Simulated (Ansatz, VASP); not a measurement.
# Al35RuN36 (Ru_Al) in two plane-wave programs

Wanted: the spread between two codes on one cell, functional and k mesh. Of the first pair: The structure shown is the start of the Ansatz relaxation below; VASP solves that cell, so the two are compared at the walk's first step.

Calculated with Ansatz 0.2.0; plane waves, with VASP 6.6.1 beside it; single point at r2SCAN.

### Step 1. Starting point

The cell holds 72 atoms: 35 Al, 36 N and 1 Ru. Its edges and angles: a = 9.320 Å, b = 9.320 Å, c = 9.956 Å, α = 90.0°, β = 90.0°, γ = 120.0°. It derives from AlN (AlN (P6_3mc)). Nearest the centre at fractional (0.444, 0.556, 0.500): Ru72 at 0.05 Å, N56 at 1.84 Å, N40 at 1.87 Å, N55 at 1.93 Å, N52 at 1.94 Å, N53 at 3.05 Å, Al33 at 3.06 Å, Al22 at 3.07 Å. The cell carries charge +1.

Structure file:

```cif
data_structure
_symmetry_space_group_name_H-M 'P 1'
_symmetry_Int_Tables_number 1
_cell_length_a 9.3196
_cell_length_b 9.3196
_cell_length_c 9.9565
_cell_angle_alpha 90.000
_cell_angle_beta 90.000
_cell_angle_gamma 120.000
_cell_volume 748.91
loop_
_atom_site_label
_atom_site_type_symbol
_atom_site_fract_x
_atom_site_fract_y
_atom_site_fract_z
_atom_site_occupancy
Al1 Al 0.22295 0.11390 0.25404 1
Al2 Al 0.10775 0.21745 0.50267 1
Al3 Al 0.22812 0.11475 0.75099 1
Al4 Al 0.11373 0.22569 0.99552 1
Al5 Al 0.22523 0.44178 0.24758 1
Al6 Al 0.11644 0.56049 0.50103 1
Al7 Al 0.22213 0.44498 0.75459 1
Al8 Al 0.11559 0.55436 0.99828 1
Al9 Al 0.21899 0.77689 0.24537 1
Al10 Al 0.11456 0.89027 0.50376 1
Al11 Al 0.21758 0.77200 0.75037 1
Al12 Al 0.11637 0.89319 0.99745 1
Al13 Al 0.55972 0.11689 0.25096 1
Al14 Al 0.43944 0.22235 0.49795 1
Al15 Al 0.55973 0.11265 0.74593 1
Al16 Al 0.44882 0.22790 0.00100 1
Al17 Al 0.55722 0.44158 0.24622 1
Al18 Al 0.55813 0.44141 0.75172 1
Al19 Al 0.44625 0.55909 0.00372 1
Al20 Al 0.55905 0.77677 0.24636 1
Al21 Al 0.44221 0.88510 0.50356 1
Al22 Al 0.56148 0.77981 0.74841 1
Al23 Al 0.45042 0.89224 0.00087 1
Al24 Al 0.89418 0.11653 0.24985 1
Al25 Al 0.77915 0.22156 0.49487 1
Al26 Al 0.89127 0.10902 0.75307 1
Al27 Al 0.78364 0.22502 0.99798 1
Al28 Al 0.89386 0.45007 0.24903 1
Al29 Al 0.77518 0.54968 0.49804 1
Al30 Al 0.89280 0.44337 0.74693 1
Al31 Al 0.77354 0.55134 0.99651 1
Al32 Al 0.88848 0.77506 0.24517 1
Al33 Al 0.77204 0.88407 0.50010 1
Al34 Al 0.88836 0.78283 0.75006 1
Al35 Al 0.77671 0.88344 0.00142 1
N36 N 0.22187 0.11484 0.44383 1
N37 N 0.10953 0.21925 0.18599 1
N38 N 0.22660 0.11314 0.94395 1
N39 N 0.11191 0.21964 0.68627 1
N40 N 0.22269 0.44329 0.44523 1
N41 N 0.10803 0.54936 0.19036 1
N42 N 0.22428 0.45044 0.94131 1
N43 N 0.10545 0.55316 0.69240 1
N44 N 0.22320 0.78061 0.43595 1
N45 N 0.11494 0.89500 0.19082 1
N46 N 0.22289 0.77650 0.93564 1
N47 N 0.10499 0.88659 0.69003 1
N48 N 0.56168 0.11411 0.43962 1
N49 N 0.44731 0.22336 0.19484 1
N50 N 0.55950 0.10992 0.94290 1
N51 N 0.44154 0.21638 0.69207 1
N52 N 0.55726 0.44039 0.43890 1
N53 N 0.44105 0.55699 0.19340 1
N54 N 0.55498 0.44169 0.93596 1
N55 N 0.44352 0.55111 0.69368 1
N56 N 0.55253 0.77227 0.44268 1
N57 N 0.44881 0.89050 0.19392 1
N58 N 0.56151 0.78148 0.94162 1
N59 N 0.44965 0.89299 0.68806 1
N60 N 0.89070 0.11164 0.44519 1
N61 N 0.78045 0.22596 0.18647 1
N62 N 0.89363 0.11339 0.94363 1
N63 N 0.77682 0.22652 0.69256 1
N64 N 0.88865 0.44943 0.43887 1
N65 N 0.78280 0.55736 0.18754 1
N66 N 0.89412 0.44486 0.93867 1
N67 N 0.77816 0.55240 0.69431 1
N68 N 0.88372 0.77419 0.44300 1
N69 N 0.78018 0.88581 0.19271 1
N70 N 0.88843 0.77325 0.93742 1
N71 N 0.77725 0.89385 0.69144 1
Ru72 Ru 0.43977 0.55206 0.50271 1
```

### Step 2. Ansatz: relaxation, r2SCAN

Ansatz runs on its PAW soft_1 files.

The two programs are compared at the cell with which this relaxation starts, whose forces are those of its first step.

input.yaml

```yaml
crystal:
  lattice:
    - [9.31956554, 9.0e-08, 0.0]
    - [-4.65978284, 8.07098046, 0.0]
    - [0.0, 0.0, 9.95647772]
  atoms:
    - { symbol: Al, position: [0.22222222, 0.11111111, 0.24960167] }
    - { symbol: Al, position: [0.11111111, 0.22222222, 0.49960167] }
    - { symbol: "N", position: [0.22222222, 0.11111111, 0.44039833] }
    - { symbol: "N", position: [0.11111111, 0.22222222, 0.19039833] }
    - { symbol: Al, position: [0.22222222, 0.11111111, 0.74960167] }
    - { symbol: Al, position: [0.11111111, 0.22222222, 0.99960167] }
    - { symbol: "N", position: [0.22222222, 0.11111111, 0.94039833] }
    - { symbol: "N", position: [0.11111111, 0.22222222, 0.69039833] }
    - { symbol: Al, position: [0.22222222, 0.44444444, 0.24960167] }
    - { symbol: Al, position: [0.11111111, 0.55555556, 0.49960167] }
    - { symbol: "N", position: [0.22222222, 0.44444444, 0.44039833] }
    - { symbol: "N", position: [0.11111111, 0.55555556, 0.19039833] }
    - { symbol: Al, position: [0.22222222, 0.44444444, 0.74960167] }
    - { symbol: Al, position: [0.11111111, 0.55555556, 0.99960167] }
    - { symbol: "N", position: [0.22222222, 0.44444444, 0.94039833] }
    - { symbol: "N", position: [0.11111111, 0.55555556, 0.69039833] }
    - { symbol: Al, position: [0.22222222, 0.77777778, 0.24960167] }
    - { symbol: Al, position: [0.11111111, 0.88888889, 0.49960167] }
    - { symbol: "N", position: [0.22222222, 0.77777778, 0.44039833] }
    - { symbol: "N", position: [0.11111111, 0.88888889, 0.19039833] }
    - { symbol: Al, position: [0.22222222, 0.77777778, 0.74960167] }
    - { symbol: Al, position: [0.11111111, 0.88888889, 0.99960167] }
    - { symbol: "N", position: [0.22222222, 0.77777778, 0.94039833] }
    - { symbol: "N", position: [0.11111111, 0.88888889, 0.69039833] }
    - { symbol: Al, position: [0.55555556, 0.11111111, 0.24960167] }
    - { symbol: Al, position: [0.44444444, 0.22222222, 0.49960167] }
    - { symbol: "N", position: [0.55555556, 0.11111111, 0.44039833] }
    - { symbol: "N", position: [0.44444444, 0.22222222, 0.19039833] }
    - { symbol: Al, position: [0.55555556, 0.11111111, 0.74960167] }
    - { symbol: Al, position: [0.44444444, 0.22222222, 0.99960167] }
    - { symbol: "N", position: [0.55555556, 0.11111111, 0.94039833] }
    - { symbol: "N", position: [0.44444444, 0.22222222, 0.69039833] }
    - { symbol: Al, position: [0.55555556, 0.44444444, 0.24960167] }
    - { symbol: Ru, position: [0.44444444, 0.55555556, 0.49960167], spin: 4.0 }
    - { symbol: "N", position: [0.55555556, 0.44444444, 0.44039833] }
    - { symbol: "N", position: [0.44444444, 0.55555556, 0.19039833] }
    - { symbol: Al, position: [0.55555556, 0.44444444, 0.74960167] }
    - { symbol: Al, position: [0.44444444, 0.55555556, 0.99960167] }
    - { symbol: "N", position: [0.55555556, 0.44444444, 0.94039833] }
    - { symbol: "N", position: [0.44444444, 0.55555556, 0.69039833] }
    - { symbol: Al, position: [0.55555556, 0.77777778, 0.24960167] }
    - { symbol: Al, position: [0.44444444, 0.88888889, 0.49960167] }
    - { symbol: "N", position: [0.55555556, 0.77777778, 0.44039833] }
    - { symbol: "N", position: [0.44444444, 0.88888889, 0.19039833] }
    - { symbol: Al, position: [0.55555556, 0.77777778, 0.74960167] }
    - { symbol: Al, position: [0.44444444, 0.88888889, 0.99960167] }
    - { symbol: "N", position: [0.55555556, 0.77777778, 0.94039833] }
    - { symbol: "N", position: [0.44444444, 0.88888889, 0.69039833] }
    - { symbol: Al, position: [0.88888889, 0.11111111, 0.24960167] }
    - { symbol: Al, position: [0.77777778, 0.22222222, 0.49960167] }
    - { symbol: "N", position: [0.88888889, 0.11111111, 0.44039833] }
    - { symbol: "N", position: [0.77777778, 0.22222222, 0.19039833] }
    - { symbol: Al, position: [0.88888889, 0.11111111, 0.74960167] }
    - { symbol: Al, position: [0.77777778, 0.22222222, 0.99960167] }
    - { symbol: "N", position: [0.88888889, 0.11111111, 0.94039833] }
    - { symbol: "N", position: [0.77777778, 0.22222222, 0.69039833] }
    - { symbol: Al, position: [0.88888889, 0.44444444, 0.24960167] }
    - { symbol: Al, position: [0.77777778, 0.55555556, 0.49960167] }
    - { symbol: "N", position: [0.88888889, 0.44444444, 0.44039833] }
    - { symbol: "N", position: [0.77777778, 0.55555556, 0.19039833] }
    - { symbol: Al, position: [0.88888889, 0.44444444, 0.74960167] }
    - { symbol: Al, position: [0.77777778, 0.55555556, 0.99960167] }
    - { symbol: "N", position: [0.88888889, 0.44444444, 0.94039833] }
    - { symbol: "N", position: [0.77777778, 0.55555556, 0.69039833] }
    - { symbol: Al, position: [0.88888889, 0.77777778, 0.24960167] }
    - { symbol: Al, position: [0.77777778, 0.88888889, 0.49960167] }
    - { symbol: "N", position: [0.88888889, 0.77777778, 0.44039833] }
    - { symbol: "N", position: [0.77777778, 0.88888889, 0.19039833] }
    - { symbol: Al, position: [0.88888889, 0.77777778, 0.74960167] }
    - { symbol: Al, position: [0.77777778, 0.88888889, 0.99960167] }
    - { symbol: "N", position: [0.88888889, 0.77777778, 0.94039833] }
    - { symbol: "N", position: [0.77777778, 0.88888889, 0.69039833] }
  host:
    repeats: [3, 3, 2]
    atoms:
      - { symbol: Al, position: [0.66666667, 0.33333333, 0.49920333] }
      - { symbol: Al, position: [0.33333333, 0.66666667, 0.99920333] }
      - { symbol: "N", position: [0.66666667, 0.33333333, 0.88079667] }
      - { symbol: "N", position: [0.33333333, 0.66666667, 0.38079667] }
total_charge: 1
basis:
  ecutwfc: 500
  xc_grid: 2
hamiltonian:
  xc: r2scan
  pseudopotentials: { kind: paw, azcp: { folder: soft_1 } }
kpoints:
  mp_grid: { grid: [1, 1, 1], shift: [0.25, 0.25, 0.25] }
magnetization:
  spin_polarized: true
  initial_magnetization: 4
  spin_locking: { lock_magnetization: hard }
scf:
  occupations: { method: fixed }
  max_iter: 80
output:
  forces: true
  charged_corrections:
    epsilon: [4.49, 4.49, 4.72]
    static_epsilon: [8.15, 8.15, 9.65]
    defect_position: [0.444444, 0.555556, 0.499602]
relax:
  f_tol: 0.02
  max_steps: 80
  random_displacement: { amplitude: 0.05, seed: 1509 }
checkpoint:
  write: "../qp1_M4.relax.run"
  compress: false
  write_wavefunctions: true
  write_every: 100000
```

Started as:

```
$ ansatz run input.yaml --threads 4 --pin off --max-ram 15073MiB --backend cpu --events-out ev --progress --plain --runs-dir out
```

Numbers of over 12 decimals in the logs are rounded to 6 here.

The log of the run:

```text
Warning: This run holds its total moment fixed (magnetization.spin_locking.lock_magnetization: hard) and mixes its density by anderson or broyden (scf.mixing.algorithm, typed or taken by auto). Slabs with a fixed moment have converged under broyden above another state at the same moment, at the default mixing steps and at smaller ones, and under scf.lower_state_search: standard, light or off a state that such a mixer [...]
Engine: ansatz 0.2.0, aarch64-unknown-linux-gnu
Pseudopotentials: kind: paw
Pseudopotential: Al, paw, valence charge 3, recommended cutoff 500 eV (meta_gga), soft_1/Al.paw.azcp
Pseudopotential: N, paw, valence charge 5, recommended cutoff 500 eV (meta_gga), soft_1/N.paw.azcp
Pseudopotential: Ru, paw, valence charge 16, recommended cutoff 500 eV (meta_gga), soft_1/Ru.paw.azcp
Functional definition: r2SCAN
  parameter k0 = 0.174
  parameter k1 = 0.065
  parameter a1 = 4.9479
  exchange = r2scan_x(k0 = k0, k1 = k1, a1 = a1)
  correlation = r2scan_c
Crystal: 72 atoms, lattice volume = 748.907 Å³
Basis set: ecut = 500 eV, 18913 PW (Γ), exchange–correlation on 144×144×150 points (8 copies of the dense FFT grid, shifted against one another)
Bands: 224, of which v1, the nominal top of the filled ones, is band 150 counted from 1 (149 counted from 0)
Symmetry: 1 space group operations
k-points: 1
Non-local potential: Al, projectors of the file, l = 0: 2, l = 1: 2, l = 2: 1
Non-local potential: N, projectors of the file, l = 0: 2, l = 1: 2, l = 2: 1
Non-local potential: Ru, projectors of the file, l = 0: 3, l = 1: 2, l = 2: 2, l = 3: 1
PAW form: soft (Blöchl's): semilocal exchange-correlation on the pseudo side does not see the compensation charge
PAW frozen core: Al, regenerated for the run's functional (the file was generated under x = pbe(κ = 0.804, μ = 0.219515), c = pbe(β = 0.066725))
PAW frozen core: N, regenerated for the run's functional (the file was generated under x = pbe(κ = 0.804, μ = 0.219515), c = pbe(β = 0.066725))
PAW frozen core: Ru, regenerated for the run's functional (the file was generated under x = pbe(κ = 0.804, μ = 0.219515), c = pbe(β = 0.066725))
PAW one-centre angular grid: Al, 302 points (default); XC on 160 Gauss nodes
PAW one-centre angular grid: N, 302 points (default); XC on 160 Gauss nodes
PAW one-centre angular grid: Ru, 590 points (default); XC on 160 Gauss nodes
Initial density: superposition of atomic densities (chi_scale 0.1, normalization cell, long waves kept (reshape's long-wave potential 0.03 eV rms))
Starting moments: Σ|m| = 4 μB on 1 of 72 sites
Initial wavefunctions: pseudopotential atomic-orbital guess
Functional: x = r2scan, c = r2scan; τ floored in thin density (d = 2e-4 eV/Å³)
SCF iter   1: F=—  HF=-38816.905105 eV  |F-HF|=—  |Δ(HF+E_count)|=         —  Δρ=7.41e-2 (↑7.41e-2 ↓7.02e-2)  dr2=1.89e2  dr2_τ=5.19e0  dr2_m=1.44e0  M=4.000 μB ∫|m|=4.083 μB  β_m=1.20  ethr=3.10e-3  ⟨swp⟩=4.5  Hψ=1390  notcnv=0  defer=137
preconditioner: auto → Resta (q_TF=auto, 2.342 Å⁻¹)  ε∞=3.4  [insulator: Δε(μ)=0.276 eV  Ē_g=15.104 eV  n_scr=162 (ndim 8)  ℏωp=23.2 eV  f_vac=0.000  ε∞_Penn≈3.4]
spin=Collinear: Resta preconditioning applied to the charge; magnetization (m = ρ↑ − ρ↓) channel mixes plain (no charge-response kernel on spin).
SCF iter   2: F=—  HF=-38779.746998 eV  |F-HF|=—  |Δ(HF+E_count)|=    3.72e1  Δρ=3.59e-2 (↑3.59e-2 ↓3.53e-2)  dr2=4.72e1  dr2_τ=4.86e-1  dr2_m=4.15e-2  M=4.000 μB ∫|m|=4.132 μB  β_m=1.20  ethr=3.10e-3  ⟨swp⟩=3.0  Hψ=777  notcnv=0  defer=144  κ⁻¹=1.0e0(r=1)
SCF iter   3: F=—  HF=-38775.099681 eV  |F-HF|=—  |Δ(HF+E_count)|=    4.65e0  Δρ=1.93e-2 (↑1.80e-2 ↓1.93e-2)  dr2=7.20e0  dr2_τ=7.01e-2  dr2_m=5.61e-2  M=4.000 μB ∫|m|=4.126 μB  β_m=1.20  ethr=3.10e-3  ⟨swp⟩=2.5  Hψ=682  notcnv=0  defer=142  κ⁻¹=6.5e-2(r=2)
SCF iter   4: F=—  HF=-38775.581712 eV  |F-HF|=—  |Δ(HF+E_count)|=   4.82e-1  Δρ=1.22e-2 (↑1.22e-2 ↓1.22e-2)  dr2=2.40e0  dr2_τ=3.96e-2  dr2_m=1.49e-2  M=4.000 μB ∫|m|=4.112 μB  β_m=1.20  ethr=2.40e-3  ⟨swp⟩=2.0  Hψ=472  notcnv=0  defer=144  κ⁻¹=1.9e-2(r=3)
SCF iter   5: F=—  HF=-38775.839263 eV  |F-HF|=—  |Δ(HF+E_count)|=   2.58e-1  Δρ=6.35e-3 (↑6.35e-3 ↓6.23e-3)  dr2=6.21e-1  dr2_τ=1.02e-2  dr2_m=6.30e-4  M=4.000 μB ∫|m|=4.106 μB  β_m=1.20  ethr=8.02e-4  ⟨swp⟩=2.0  Hψ=315  notcnv=0  defer=144  κ⁻¹=3.1e-3(r=4)
[...]
k-point 0 ↓: bands = [... 146 lower, 6.8365, 6.9279, 9.0985, 9.1207, 10.2043, 10.2383, 10.3183, 13.1896, ... 70 higher]
--- Relaxed structure (7 steps of the walk, 7 accepted, 0 SCFs on fresh bases) ---
  F+E_penalty+E_count = -38778.45804209 eV   max|allowed force component| = 1.699e-2 eV/Å
  atoms:
    - { symbol: Al, position: [0.223146, 0.110799, 0.249457] }
    - { symbol: Al, position: [0.108731, 0.217262, 0.500969] }
    - { symbol: N, position: [0.223121, 0.111312, 0.440383] }
    - { symbol: N, position: [0.111998, 0.221287, 0.189761] }
    - { symbol: Al, position: [0.222884, 0.110436, 0.750617] }
    - { symbol: Al, position: [0.111688, 0.221063, 0.999579] }
    - { symbol: N, position: [0.222969, 0.111071, 0.940456] }
    - { symbol: N, position: [0.112218, 0.221859, 0.690907] }
    - { symbol: Al, position: [0.218716, 0.442194, 0.246345] }
    - { symbol: Al, position: [0.109068, 0.557558, 0.501194] }
    - { symbol: N, position: [0.205896, 0.436078, 0.438184] }
    - { symbol: N, position: [0.112056, 0.555995, 0.189689] }
    - { symbol: Al, position: [0.217215, 0.441456, 0.751679] }
    - { symbol: Al, position: [0.111754, 0.556433, 0.999539] }
    - { symbol: N, position: [0.224334, 0.445254, 0.941306] }
    - { symbol: N, position: [0.112324, 0.555793, 0.691048] }
    - { symbol: Al, position: [0.223148, 0.778061, 0.249436] }
    - { symbol: Al, position: [0.112173, 0.889040, 0.499556] }
    - { symbol: N, position: [0.223084, 0.778146, 0.440373] }
    - { symbol: N, position: [0.112371, 0.888829, 0.190621] }
    - { symbol: Al, position: [0.222974, 0.778291, 0.750709] }
    - { symbol: Al, position: [0.112225, 0.889022, 1.000235] }
    - { symbol: N, position: [0.223029, 0.778234, 0.940505] }
    - { symbol: N, position: [0.112396, 0.888842, 0.690043] }
    - { symbol: Al, position: [0.556803, 0.111208, 0.249900] }
    - { symbol: Al, position: [0.443655, 0.217000, 0.501181] }
    - { symbol: N, position: [0.556422, 0.111124, 0.440384] }
    - { symbol: N, position: [0.445197, 0.221183, 0.189666] }
    - { symbol: Al, position: [0.557459, 0.111615, 0.750526] }
    - { symbol: Al, position: [0.444774, 0.221047, 0.999527] }
    - { symbol: N, position: [0.556801, 0.111556, 0.940422] }
    - { symbol: N, position: [0.445445, 0.221760, 0.691038] }
    - { symbol: Al, position: [0.559045, 0.442094, 0.246241] }
    - { symbol: Ru, position: [0.445675, 0.555590, 0.495506] }
    - { symbol: N, position: [0.565383, 0.435696, 0.438041] }
    - { symbol: N, position: [0.445755, 0.555434, 0.197125] }
    - { symbol: Al, position: [0.559781, 0.441458, 0.751776] }
    - { symbol: Al, position: [0.445591, 0.555674, 1.002335] }
    - { symbol: N, position: [0.555971, 0.445286, 0.941361] }
    - { symbol: N, position: [0.445858, 0.555586, 0.690949] }
    - { symbol: Al, position: [0.558987, 0.782470, 0.246356] }
    - { symbol: Al, position: [0.443629, 0.892155, 0.501236] }
    - { symbol: N, position: [0.565075, 0.795243, 0.438311] }
    - { symbol: N, position: [0.445225, 0.889160, 0.189710] }
    - { symbol: Al, position: [0.559853, 0.784079, 0.751730] }
    - { symbol: Al, position: [0.444809, 0.889515, 0.999543] }
    - { symbol: N, position: [0.555969, 0.776917, 0.941340] }
    - { symbol: N, position: [0.445519, 0.888960, 0.691089] }
    - { symbol: Al, position: [0.889935, 0.111298, 0.249957] }
[...]
- { symbol: Al, position: [0.890030, 0.444436, 0.249904] }
    - { symbol: Al, position: [0.784135, 0.557518, 0.501180] }
    - { symbol: N, position: [0.890051, 0.444799, 0.440383] }
    - { symbol: N, position: [0.780013, 0.556029, 0.189722] }
    - { symbol: Al, position: [0.889690, 0.443824, 0.750519] }
    - { symbol: Al, position: [0.780224, 0.556477, 0.999554] }
    - { symbol: N, position: [0.889740, 0.444448, 0.940420] }
    - { symbol: N, position: [0.779450, 0.555770, 0.691055] }
    - { symbol: Al, position: [0.890412, 0.778082, 0.249487] }
    - { symbol: Al, position: [0.783973, 0.892475, 0.501041] }
    - { symbol: N, position: [0.889897, 0.778082, 0.440406] }
    - { symbol: N, position: [0.779915, 0.889225, 0.189813] }
    - { symbol: Al, position: [0.890813, 0.778346, 0.750643] }
    - { symbol: Al, position: [0.780182, 0.889555, 0.999605] }
    - { symbol: N, position: [0.890165, 0.778246, 0.940480] }
    - { symbol: N, position: [0.779454, 0.889078, 0.690956] }
```

[end of part 1 of 3]

[Lines on the potential files, build, host, timing and source positions are cut from VASP's logs without a mark.]

[Logs are printed without paths, hosts, clocks, repeated set-up lines and the standing remarks that a program may print on its own settings, such as how far it seeks lower states.]

[Hosts, paths, dates, database ids (printed as entryN), source tags and the programs' standing remarks are cut or masked in the printed files.]
